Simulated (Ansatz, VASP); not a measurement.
## Two plane-wave programs on CdTe

File INCAR:

```
SYSTEM = CdTe
PREC = Accurate ; ENCUT = 600
EDIFF = 1E-7 ; ISMEAR = 0
SIGMA = 0.02 ; LREAL = .False.
LASPH = .True. ; NELM = 100
ALGO = Fast ; ISIF = 3
LWAVE = .False. ; LCHARG = .False.
GGA = PE ; IBRION = 2
NSW = 100 ; EDIFFG = -0.01
```

KPOINTS

```
regular mesh
0
Gamma
  10 10 10
  0 0 0
```

The input POSCAR:

```
CdTe
1.0
    0.0000000000      3.3096311556      3.3096311556
    3.3096311556      0.0000000000      3.3096311556
    3.3096311556      3.3096311556      0.0000000000
Cd Te
1 1
Direct
    0.0000000000      0.0000000000      0.0000000000
    0.2500000000      0.2500000000      0.2500000000
```

Input for Ansatz:

```yaml
crystal:
  lattice:
    - [0.0, 3.3096311556, 3.3096311556]
    - [3.3096311556, 0.0, 3.3096311556]
    - [3.3096311556, 3.3096311556, 0.0]
  atoms:
    - { symbol: Cd, position: [0.0, 0.0, 0.0] }
    - { symbol: Te, position: [0.25, 0.25, 0.25] }
basis:
  ecutwfc: 420
kpoints:
  mp_grid: { grid: [10, 10, 10] }
hamiltonian:
  xc: pbe
scf:
  occupations: { method: gaussian, width: 0.02 }
output:
  forces: true
  stress: true
  eigenvalues: true
  write_density: true
  write_potential: true
  elf: true
  volumetric_format: npy
relax:
  adjacent_minimum: "off"
  f_tol: 0.01
  max_steps: 80
  cell: { stress_tol: 0.05 }
```

Alike in both runs: task relaxation of cell and atoms; functional PBE; k mesh 10 × 10 × 10; occupations gaussian, width 0.02 eV; no spin polarisation.

|  | VASP | Ansatz |
| --- | --- | --- |
| version | VASP 6.6.1 | Ansatz 0.2.0 |
| potentials or method | VASP PAW PBE potentials, release 64 (Cd, Te) | scalar-relativistic, plane waves, PAW |
| plane-wave cutoff (eV) | 600 | 420 |
| valence electrons in the cell | 18 | 36 |

```tsv
	VASP	Ansatz	Ansatz less VASP
gap on the k mesh at the Fermi level, each at its own relaxed structure (eV)	0.58	0.58	+0.008
relaxed volume (Å³/atom)	36.32	36.25	-0.065
relaxed cell length with the largest relative difference (Å)	4.683	4.681	-0.0028
```

The two sets of potentials don't hold the same shells in valence.

Caveats: spin-orbit coupling is left out, which moves the levels of the heavy elements.
